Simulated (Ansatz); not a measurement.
**Ta2C: zone-centre modes**

Level of theory: DFT PBEsol, scalar-relativistic, plane waves, PAW in Ansatz. The runs took a 420 eV cutoff, a Γ-centred 16×10×10 mesh and Gaussian smearing (0.15 eV). Spin–orbit coupling is left out, which can shift energies with elements as heavy as these. No spin polarisation.

The undisturbed cell (relaxed at this level):

```yaml
crystal:
  lattice:
    - [-3.09530, 0.00000, 0.00000]
    - [0.00000, 0.00000, -4.92108]
    - [0.00000, -5.36122, 0.00000]
  atoms:
    - { symbol: Ta, position: [0.50000, 0.74712, 0.16667] }
    - { symbol: Ta, position: [0.00000, 0.74712, 0.66667] }
    - { symbol: Ta, position: [0.00000, 0.25288, 0.33333] }
    - { symbol: Ta, position: [0.50000, 0.25288, 0.83333] }
    - { symbol: C, position: [0.00000, 0.00000, 0.00000] }
    - { symbol: C, position: [0.50000, 0.00000, 0.50000] }
```

Harmonic modes by finite displacements of 0.02 Å, without the LO–TO term. The cell doubles the primitive one, so its zone centre also holds the primitive cell's point q = (0, 1/2, 0).

At this geometry, is the structure stable against these modes?

Yes: no mode is imaginary beyond 10 cm⁻¹, and only the three translations lie near zero.

List the wavenumbers in cm⁻¹.

0, 0, 0, 130, 131, 142, 151, 152, 174, 190, 220, 221, 623, 648, 666, 667, 675, 692.

Cost: 1 run of about 4.3 core-minutes, on AMD EPYC 9R45 (Zen 5) (shared hosts).